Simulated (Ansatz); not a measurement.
# A series in volume scale on Mo

Results calculated with Ansatz 0.2.0, not measured. Plane-wave DFT, scalar-relativistic PAW made under PBE with cores redone for the functional, no dispersion; the given relaxed cell is scaled uniformly, energy at zero smearing counts from the unscaled cell, pressure at the given Fermi-Dirac smearing is positive in compression.

The cell before it is scaled or strained (space group Fd-3m, No. 227):
```
CELL_PARAMETERS angstrom
0.00000 2.84510 2.84510
2.84510 0.00000 2.84510
2.84510 2.84510 0.00000
ATOMIC_POSITIONS crystal
Mo 0.12500 0.12500 0.12500
Mo 0.87500 0.87500 0.87500
```

Settings of every row: spin polarised no; functional PBE; wave cutoff 420 eV; smearing width 0.1 eV; k mesh 11x11x11.

Atom starting moment: 0 on all atoms.

Limits: some atoms lie unusually close (a squeezed, shaken or made-up cell).

| row | volume scale | V (Å³/atom) | pressure (GPa) | energy change per atom (meV) |
| --- | --- | --- | --- | --- |
| 1 | 0.88 | 20.266 | 17.57 | 132.26 |
| 2 | 0.92 | 21.188 | 10.47 | 53.55 |
| 3 | 0.96 | 22.109 | 4.71 | 11.84 |
| 4 | 1.04 | 23.951 | ? | ? |
| 5 | 1.08 | 24.872 | -6.95 | 44.96 |
| 6 | 1.12 | 25.794 | -9.53 | 93.77 |

Question: what pressure and energy change per atom should row 4 give?

Worked fit of pressure. Take u = (V_r/V)^(2/3) − 1 with V_r = 22.109 Å³ an atom, which is twice the finite (Eulerian) strain; such expansions in the strain, on which the Birch-Murnaghan equation of state is built, carry the rest volume and the bulk modulus. The shown rows have u = 0.05974, 0.02877, 0, -0.0755, -0.09767. Least squares give pressure = 4.716 + 188.48 × u + 440.4 × u² GPa; a straight line predicts inner rows, each left out in turn, worse (root mean square 1.2 against 0.062 GPa). The rows lie off it by 0.02, -0.03, -0.01, 0.05, -0.04 (root mean square 0.033 GPa). The pressure vanishes at u = -0.0267, or V = 23.02 Å³ an atom, and there the bulk modulus at fixed shape and fractions is B = −V dP/dV = (2/3)(1 + u) dP/du = 107 GPa. The withheld row has u = -0.05195, so the fit gives 4.716 + 188.48 × (-0.05195) + 440.4 × (-0.05195)² = -3.89 GPa.

The calculation gave -3.81 GPa. The fit lies 0.08 GPa (2.1 % of the value, 0.3 % of the column's range) below it; its largest miss of a shown row is 0.05 GPa.

Worked fit of energy change per atom. Take u = (V_r/V)^(2/3) − 1 with V_r = 22.109 Å³ an atom, which is twice the finite (Eulerian) strain; such expansions in the strain, on which the Birch-Murnaghan equation of state is built, carry the rest volume and the bulk modulus. The shown rows have u = 0.05974, 0.02877, 0, -0.0755, -0.09767. Least squares give energy change per atom = 11.827 + 931.65 × u + 18135.8 × u² meV; a straight line predicts inner rows, each left out in turn, worse (root mean square 48 against 0.13 meV). The rows lie off it by 0.05, -0.09, 0.01, 0.09, -0.07 (root mean square 0.069 meV). Its lowest point lies at u = -0.0257, or V = 22.99 Å³ an atom, and the curvature there gives the bulk modulus at fixed shape and fractions, B = (4/9)(1 + u)² E″(u)/V = 107 GPa. The withheld row has u = -0.05195, so the fit gives 11.827 + 931.65 × (-0.05195) + 18135.8 × (-0.05195)² = 12.37 meV.

The calculation gave 12.5 meV. The fit lies 0.13 meV (1 % of the value, 0.11 % of the column's range) below it; its largest miss of a shown row is 0.09 meV.
